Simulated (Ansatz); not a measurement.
CdI₂ (started from an entry of an open crystallographic database) was relaxed with 3 functionals in Ansatz, cell and atoms free, the symmetry of the start kept (meshes: PBE-D3(BJ) 6×6×4, r2SCAN+rVV10 6×6×4, PBE-D4 6×6×4). No spin polarisation and no zero-point or thermal motion.

The r2SCAN+rVV10 result:
```cif
data_structure
_symmetry_space_group_name_H-M 'P-3m1'
_symmetry_Int_Tables_number 164
_cell_length_a 4.2484
_cell_length_b 4.2484
_cell_length_c 6.8844
_cell_angle_alpha 90.000
_cell_angle_beta 90.000
_cell_angle_gamma 120.000
_cell_volume 107.61
loop_
_atom_site_label
_atom_site_type_symbol
_atom_site_symmetry_multiplicity
_atom_site_Wyckoff_symbol
_atom_site_fract_x
_atom_site_fract_y
_atom_site_fract_z
_atom_site_occupancy
Cd1 Cd 1 a 0.00000 0.00000 0.00000 1
I1 I 2 d 0.33333 0.66667 0.24956 1
```

The symmetry is P-3m1 (No. 164, trigonal); a = 4.248 Å, c = 6.884 Å in the conventional setting, 35.87 Å³ an atom. Cd has 6 I at 2.99 Å; I has 3 Cd at 2.99 Å.

Question: How does the cell change with PBE-D4?

Answer: a = 4.241 Å, c = 6.824 Å; the volume differs by -1.2 % from r2SCAN+rVV10's. Cd has 6 I at 3.00 Å; I has 3 Cd at 3.00 Å.

Question: How does the cell change with PBE-D3(BJ)?

Answer: a = 4.240 Å, c = 6.836 Å; the volume differs by -1.1 % from r2SCAN+rVV10's. Cd has 6 I at 3.00 Å; I has 3 Cd at 3.00 Å.
